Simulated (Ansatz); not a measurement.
Re (space group P6_3/mmc) relaxed with several functionals in Ansatz (plane waves to 420 eV, scalar-relativistic PAW, no spin-orbit coupling, symmetry kept). The database cell has 14.81 Å³/atom; its temperature or method isn't stated, so the comparison with it is no error of the functional. No moments.

| functional | conventional cell | V (Å³/atom) | against the database cell (%) | gap on mesh (eV) | largest moment (μB) |
| --- | --- | --- | --- | --- | --- |
| PBE | a = 2.777 Å, b = 2.777 Å, c = 8.951 Å, α = 90.00°, β = 90.00°, γ = 120.00° | 14.94 | 0.9 | 0.00 | 0.00 |
| PBEsol | a = 2.752 Å, b = 2.752 Å, c = 8.869 Å, α = 90.00°, β = 90.00°, γ = 120.00° | 14.55 | -1.8 | 0.00 | 0.00 |
| PBE+D3(BJ) | a = 2.759 Å, b = 2.759 Å, c = 8.893 Å, α = 90.00°, β = 90.00°, γ = 120.00° | 14.65 | -1.1 | 0.00 | 0.00 |